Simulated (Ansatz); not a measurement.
(110) slab cut from the bulk of SnS2, 15 Å of vacuum:

```
CELL_PARAMETERS angstrom
6.05892 0.00000 0.00000
0.00000 6.32426 0.00000
0.00000 0.00000 25.95394
ATOMIC_POSITIONS crystal
Sn 0.00000 0.50000 0.28897
S 0.75676 0.83333 0.28897
S 0.24324 0.16667 0.28897
Sn 0.00000 0.00000 0.35932
S 0.75676 0.33333 0.35932
S 0.24324 0.66667 0.35932
Sn 0.00000 0.50000 0.42966
S 0.75676 0.83333 0.42966
S 0.24324 0.16667 0.42966
Sn 0.00000 0.00000 0.50000
S 0.75676 0.33333 0.50000
S 0.24324 0.66667 0.50000
Sn 0.00000 0.50000 0.57034
S 0.75676 0.83333 0.57034
S 0.24324 0.16667 0.57034
Sn 0.00000 0.00000 0.64068
S 0.75676 0.33333 0.64068
S 0.24324 0.66667 0.64068
Sn 0.00000 0.50000 0.71103
S 0.75676 0.83333 0.71103
S 0.24324 0.16667 0.71103
```

Level of theory: Ansatz 0.2.0, DFT PBEsol, scalar-relativistic, plane waves, PAW. Cutoff 420 eV; k points 5×4×1 on the computed 21-atom cell (Γ-centred); Gaussian smearing, width 0.05 eV; no spin polarisation. A dipole correction removes the field between periodic images along c.

This base run converges in 9 iterations with a largest force of 1.766 eV/Å.

One setting at a time is then changed, some of them on purpose to poor values; changes count from the base run, energies are extrapolated to zero smearing, γ keeps the base's bulk energy, atoms stay where they are, a change of functional drops any dispersion correction, and risky runs are capped at 50 to 100 iterations.

Question: What happens with at most 2 SCF iterations?

Answer: It doesn't converge (2 iterations).

Question: What happens with the slab thickened to 27 atoms (same faces, atoms at the bulk's places)?

Answer: It converges in 11 iterations; ΔE (meV/atom) -44.4, Δγ (J/m²) -0.001, largest force (eV/Å) 1.775.

Question: What happens with at most 5 SCF iterations?

Answer: It doesn't converge (5 iterations).

Question: What happens with occupations gaussian 0.5 eV?

Answer: It converges in 9 iterations; ΔE (meV/atom) +2.6, Δγ (J/m²) +0.011, largest force (eV/Å) 1.295, largest change of a force (eV/Å) 0.471.

Question: What happens with functional r2SCAN (500 eV)?

Answer: It converges in 9 iterations; largest force (eV/Å) 1.834, largest change of a force (eV/Å) 0.170.

Cost: 9 runs of about 16 core-minutes in all, on Intel Xeon 6975P-C (Granite Rapids) (shared hosts).